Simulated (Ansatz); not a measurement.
Na under changes of volume

One of the cells (37.814 Å³/atom); the others are scaled copies at fixed shape and fractional positions:

```
Na
1.0
     3.76700    0.00000    0.00000
    -1.88350    3.26232    0.00000
     0.00000    0.00000    6.15400
Na
2
Direct
  0.66667 0.33333 0.75000
  0.33333 0.66667 0.25000
```

This isn't the form of Na at room conditions, which is bcc.

| Quantity | Value |
| --- | --- |
| Program | Ansatz 0.2.0 |
| Functional | LDA |
| Potentials or basis | Ansatz PAW |
| Cutoff | 420 eV (not typed: the program's choice for these potentials) |
| k mesh | 8 × 8 × 5 |
| Occupations | fermi-dirac, width 0.05 eV |
| Spin | no spin polarisation |

```csv
volume (Å³/atom),energy over the lowest point (meV/atom),pressure (GPa)
35.545,0.00,-0.5
36.301,2.75,-0.6
37.057,6.15,-0.8
37.814,?,?
38.570,14.64,-1.0
39.326,19.61,-1.1
40.083,25.01,-1.2
```

What does the run at 37.814 Å³/atom give?

Energy over the lowest point 10.13 meV/atom; pressure -0.9 GPa.

Worked out: A Birch-Murnaghan fit of order 3 (a polynomial in V^(-2/3)) to the other rows has no minimum within the range. It gives 10.14 meV/atom at 37.814 Å³/atom, against the run's 10.13, and -dE/dV = -0.9 GPa, against -0.9.

Energies are extrapolated to zero smearing.

Caveats: the PAW data sets come from PBE, with cores solved anew for the run's functional, which leaves a small shift of forces and pressure.
